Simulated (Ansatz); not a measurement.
# MoS2: largest V_zz and pressure against volume scale

Results calculated with Ansatz 0.2.0, not measured. Periodic Kohn-Sham DFT of a crystal at fixed atoms, scaled to volume_scale times the given cell; pressure positive in compression, energy less spherical unpolarised free atoms, largest_vzz the field gradient of largest size among the nuclei.

The cell before it is scaled or strained (space group R3m, No. 160):
```
MoS2
1.0
      1.5815     0.9131     6.1233
     -1.5815     0.9131     6.1233
      0.0000    -1.8262     6.1233
Mo S
1 2
Direct
  0.00000 0.00000 0.00000
  0.74840 0.74840 0.74840
  0.58490 0.58490 0.58490
```

Settings of every row: method frozen-core PAW; functional PBEsol; relativity scalar; k mesh 13x13x13; filling fermi-dirac; smearing width 0.05 eV; wave cutoff 420 eV; paw set soft_2.

Atom start moment: 0 on all atoms.

Limits: PAW files made with PBE; a layered crystal: even scaling strains the bonds within the layers, so this curve is stiffer than the crystal under pressure; field gradient without spin-orbit coupling on heavy atoms.

```csv
row,volume scale,V (Å³/atom),largest V_zz (1e21 V/m^2),pressure (GPa)
1,0.94,16.624,-9.75,16.143
2,0.96,16.978,-9.513,11.75
3,0.98,17.331,-9.283,7.796
4,0.99,17.508,-9.172,5.969
5,1,17.685,-9.063,4.236
6,1.01,17.862,-8.955,2.591
7,1.02,18.039,-8.848,1.031
8,1.04,18.392,-8.642,-1.855
9,1.06,18.746,?,?
```

Question: what largest V_zz and pressure should row 9 give?

Worked fit of largest V_zz. Take t = volume scale − 0.99. The shown rows have t = -0.05, -0.03, -0.01, 0, 0.01, 0.02, 0.03, 0.05. Least squares give largest V_zz = −9.1721 + 11.077 × t − 9.54 × t² 1e21 V/m^2; a straight line predicts inner rows, each left out in turn, worse (root mean square 0.0071 against 0.00069 1e21 V/m^2). The rows lie off it by 0.000, 0.000, 0.001, 0.000, -0.001, -0.001, 0.000, 0.000. The withheld row has t = 0.07, so the fit gives −9.1721 + 11.077 × (0.07) − 9.54 × (0.07)² = -8.443 1e21 V/m^2.

The calculation gave -8.445 1e21 V/m^2. The fit lies 0.002 1e21 V/m^2 (0.15 % of the column's range) above it; its largest miss of a shown row is 0.001 1e21 V/m^2. This row lies beyond the range of the fit.

Worked fit of pressure. Take u = (V_r/V)^(2/3) − 1 with V_r = 17.596 Å³ an atom, which is twice the finite (Eulerian) strain; such expansions in the strain, on which the Birch-Murnaghan equation of state is built, carry the rest volume and the bulk modulus. The shown rows have u = 0.03861, 0.02412, 0.01017, 0.00335, -0.00336, -0.00995, -0.01644, -0.02907. Least squares give pressure = 5.0958 + 259.144 × u + 696.68 × u² GPa; a straight line predicts inner rows, each left out in turn, worse (root mean square 0.24 against 0.0065 GPa). The rows lie off it by 0.003, -0.002, -0.007, -0.003, 0.003, 0.005, 0.007, -0.006 (root mean square 0.0049 GPa). The pressure vanishes at u = -0.0208, or V = 18.16 Å³ an atom, and there the bulk modulus at fixed shape and fractions is B = −V dP/dV = (2/3)(1 + u) dP/du = 150 GPa. Letting shape and atoms relax would as a rule lower it, by much in layered, chain or molecular crystals. The withheld row has u = -0.04133, so the fit gives 5.0958 + 259.144 × (-0.04133) + 696.68 × (-0.04133)² = -4.425 GPa.

The calculation gave -4.453 GPa. The fit lies 0.028 GPa (0.14 % of the column's range) above it; its largest miss of a shown row is 0.007 GPa. This row lies beyond the range of the fit.
